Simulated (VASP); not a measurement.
# CHClF₂: training a force field on the fly

CHClF₂, molecule in box, 5 atoms in the cell. PBE, machine-learned force field trained on the fly; PAW potentials F, C, Cl, H (PBE set).

## Input

INCAR.step1:
```
PREC = Normal
ENCUT = 400
EDIFF = 1E-5
LREAL = F
ALGO = Fast
NELMIN = 4
NELM = 100
ISYM = 0
ISMEAR = 0
SIGMA = 0.05
LWAVE = F
LCHARG = F
IBRION = 0
ISIF = 2
TEBEG = 300
POTIM = 0.7
RANDOM_SEED = 607238 0 0
MDALGO = 1
ANDERSEN_PROB = 0.1
NSW = 160
ML_LMLFF = T
ML_MODE = train
ML_CTIFOR = 1E-6
ML_WTSIF = 1E-10
ML_NMDINT = 1
ML_ICRITERIA = 0
```

INCAR.step2:
```
PREC = Normal
ENCUT = 400
EDIFF = 1E-5
LREAL = F
ALGO = Fast
NELMIN = 4
NELM = 100
ISYM = 0
ISMEAR = 0
SIGMA = 0.05
LWAVE = F
LCHARG = F
IBRION = 0
ISIF = 2
TEBEG = 180
POTIM = 0.7
RANDOM_SEED = 918701 0 0
MDALGO = 3
LANGEVIN_GAMMA = 10 10 10 10
NSW = 2000
TEEND = 375
ML_LMLFF = T
ML_MODE = train
ML_CTIFOR = 0.02
ML_WTSIF = 1E-10
ML_NMDINT = 2
```

INCAR.step3:
```
PREC = Normal
ENCUT = 400
EDIFF = 1E-5
LREAL = F
ALGO = Fast
NELMIN = 4
NELM = 100
ISYM = 0
ISMEAR = 0
SIGMA = 0.05
LWAVE = F
LCHARG = F
ML_LMLFF = T
ML_MODE = refit
ML_WTSIF = 1E-10
```

INCAR.step4:
```
PREC = Normal
ENCUT = 400
ISYM = 0
ISMEAR = 0
SIGMA = 0.05
LWAVE = F
LCHARG = F
ML_LMLFF = T
ML_MODE = run
NWRITE = 2
IBRION = -1
NSW = 0
```

INCAR.step5:
```
PREC = Normal
ENCUT = 400
EDIFF = 1E-5
LREAL = F
ALGO = Fast
NELMIN = 4
NELM = 100
ISYM = 0
ISMEAR = 0
SIGMA = 0.05
LWAVE = F
LCHARG = F
```

INCAR.step6:
```
PREC = Normal
ENCUT = 400
ISYM = 0
ISMEAR = 0
SIGMA = 0.05
LWAVE = F
LCHARG = F
ML_LMLFF = T
ML_MODE = run
NWRITE = 0
IBRION = 2
NSW = 300
EDIFFG = -2E-4
ISIF = 2
```

KPOINTS:
```
k-points
0
Gamma
  1 1 1
```

POSCAR.step1:
```
HCClF2
1.0
    8.5000000000      0.0000000000      0.0000000000
    0.0000000000      8.0000000000      0.0000000000
    0.0000000000      0.0000000000      8.0000000000
F C Cl H
2 1 1 1
Direct
    0.5437999900      0.4126187500      0.6249500000
    0.6385411800      0.3903937400      0.3750500000
    0.5520941100      0.4865812500      0.4757000000
    0.3614588200      0.5097437400      0.3920625000
    0.6061176400      0.6096062600      0.4878875000
```

Commands (each step's output is kept before the next begins):
```
cat potpaw_PBE.64/F/POTCAR potpaw_PBE.64/C/POTCAR potpaw_PBE.64/Cl/POTCAR potpaw_PBE.64/H/POTCAR > POTCAR
cp INCAR.step1 INCAR
cp POSCAR.step1 POSCAR
mpirun -np 4 vasp_gam > vasp.out
cp ML_ABN ../ML_AB
cp CONTCAR POSCAR
cp ../ML_AB ML_AB
cp INCAR.step2 INCAR
mpirun -np 4 vasp_gam > vasp.out
cp ML_ABN ../ML_AB
cp CONTCAR POSCAR
cp ../ML_AB ML_AB
cp INCAR.step3 INCAR
mpirun -np 4 vasp_gam > vasp.out
cp ML_FFN ../ML_FF
cp ../ML_FF ML_FF
rm ML_AB
cp INCAR.step4 INCAR
mpirun -np 4 vasp_gam > vasp.out
cp INCAR.step5 INCAR
mpirun -np 4 vasp_gam > vasp.out
cp INCAR.step6 INCAR
mpirun -np 4 vasp_gam > vasp.out
cp CONTCAR ../POSCAR.min
cp CONTCAR POSCAR
cp INCAR.step5 INCAR
mpirun -np 4 vasp_gam > vasp.out
cp INCAR.step4 INCAR
mpirun -np 4 vasp_gam > vasp.out
```

## Result

- Force error of the fit (eV/Å): 0.005
- Energy error of the fit (eV/atom): 0.0000

The training runs are MD at 180 to 375 K, 1.5 ps in all.

Between the relaxed minimum and a frame of the training run, the force field gives 0.391 eV and DFT 0.384 eV.

ML_LOGFILE.step1:
```
# STATUS This line describes the overall status of each step.
# STATUS
# STATUS nstep ..... MD time step or input structure counter
# STATUS state ..... One-word description of step action
# STATUS             - "accurate"  (1) : Errors are low, force field is used
# STATUS             - "threshold" (2) : Errors exceeded threshold, structure is sampled from ab initio
# STATUS             - "learning"  (3) : Stored configurations are used for training force field
# STATUS             - "critical"  (4) : Errors are high, ab initio sampling and learning is enforced
# STATUS             - "predict"   (5) : Force field is used in prediction mode only, no error checking
# STATUS             - "predfast"  (6) : Prediction mode only, no error checking, no error estimates
# STATUS             - "interval"  (7) : Errors exceeded threshold, but too close to last sampling (ML_NMDINT)
# STATUS is ........ Integer representation of above one-word description (integer in parenthesis)
# STATUS doabin .... Perform ab initio calculation (T/F)
# STATUS iff ....... Force field available (T/F, False after startup hints to possible convergence problems)
[... 34 lines left out ...]
BEEF                  157   4.91338586E-06   3.59427278E-03   1.71069877E-03   1.00000000E-06   1.72251906E-01   7.47402957E-02
BEEF                  158   4.82721839E-06   3.63878271E-03   1.73341874E-03   1.00000000E-06   1.75434046E-01   7.60908952E-02
BEEF                  159   4.93705920E-06   3.99723926E-03   1.87940928E-03   1.00000000E-06   1.77899263E-01   7.72879333E-02
BEEF                  160   5.20589522E-06   4.26930833E-03   2.00869732E-03   1.00000000E-06   1.79172409E-01   7.79920655E-02
ERR                   157   9.01273144E-05   9.01957669E-03   5.09550122E+00
ERR                   158   9.09045406E-05   9.08217798E-03   5.09378276E+00
ERR                   159   9.09292305E-05   9.13408095E-03   5.08156718E+00
ERR                   160   9.08767610E-05   9.15991969E-03   5.07755693E+00
```

ML_LOGFILE.step2:
```
# STATUS This line describes the overall status of each step.
# STATUS
# STATUS nstep ..... MD time step or input structure counter
# STATUS state ..... One-word description of step action
# STATUS             - "accurate"  (1) : Errors are low, force field is used
# STATUS             - "threshold" (2) : Errors exceeded threshold, structure is sampled from ab initio
# STATUS             - "learning"  (3) : Stored configurations are used for training force field
# STATUS             - "critical"  (4) : Errors are high, ab initio sampling and learning is enforced
# STATUS             - "predict"   (5) : Force field is used in prediction mode only, no error checking
# STATUS             - "predfast"  (6) : Prediction mode only, no error checking, no error estimates
# STATUS             - "interval"  (7) : Errors exceeded threshold, but too close to last sampling (ML_NMDINT)
# STATUS is ........ Integer representation of above one-word description (integer in parenthesis)
# STATUS doabin .... Perform ab initio calculation (T/F)
# STATUS iff ....... Force field available (T/F, False after startup hints to possible convergence problems)
[... 34 lines left out ...]
BEEF                 1997   7.04762068E-05   2.44030369E-02   1.24298393E-02   2.00000000E-02   9.66396342E-02   7.60222038E-02
BEEF                 1998   6.87522494E-05   2.46508862E-02   1.23516926E-02   2.00000000E-02   9.46250674E-02   7.47152066E-02
BEEF                 1999   6.54918652E-05   2.42610656E-02   1.19342521E-02   2.00000000E-02   9.12882445E-02   7.20773776E-02
BEEF                 2000   1.68330539E-05   7.87781306E-03   3.71093653E-03   2.00000000E-02   7.22214117E-02   4.78764542E-02
ERR                    39   9.80768508E-05   9.43849000E-03   5.11666667E+00
ERR                    82   1.15465647E-04   9.73019375E-03   5.10247165E+00
ERR                  1975   1.15947057E-04   1.06090287E-02   5.15661724E+00
ERR                  2000   1.09671034E-04   1.03357374E-02   5.39919991E+00
```

ML_LOGFILE.step3:
```
# STATUS This line describes the overall status of each step.
# STATUS
# STATUS nstep ..... MD time step or input structure counter
# STATUS state ..... One-word description of step action
# STATUS             - "accurate"  (1) : Errors are low, force field is used
# STATUS             - "threshold" (2) : Errors exceeded threshold, structure is sampled from ab initio
# STATUS             - "learning"  (3) : Stored configurations are used for training force field
# STATUS             - "critical"  (4) : Errors are high, ab initio sampling and learning is enforced
# STATUS             - "predict"   (5) : Force field is used in prediction mode only, no error checking
# STATUS             - "predfast"  (6) : Prediction mode only, no error checking, no error estimates
# STATUS             - "interval"  (7) : Errors exceeded threshold, but too close to last sampling (ML_NMDINT)
# STATUS is ........ Integer representation of above one-word description (integer in parenthesis)
# STATUS doabin .... Perform ab initio calculation (T/F)
# STATUS iff ....... Force field available (T/F, False after startup hints to possible convergence problems)
[... 20 lines left out ...]
# BEEF bee_ave_stress ... Bayesian error estimate of stresses (average) (kB)
# BEEF              nstep       bee_energy    bee_max_force    bee_ave_force        threshold   bee_max_stress   bee_ave_stress
# BEEF                  2                3                4                5                6                7                8
# SPRSC This line shows the results of sparsification regarding the number
# SPRSC of reference structures and local reference configurations.
# SPRSC
STATUS                  0  learning  3      T      F         0         0
STATUS                  1  accurate  1      F      T         1         1
SPRSC                   0       185       185 F         90        90 C         61        61 Cl        50        50 H         54        54
ERR                     0   4.49036948E-05   4.55840415E-03   5.33170661E+00
```

Limits: the nuclei move classically.

VASP 6.6.1 took 327 s on 4 cores (Intel Xeon Platinum 8488C (Sapphire Rapids)), a shared host.
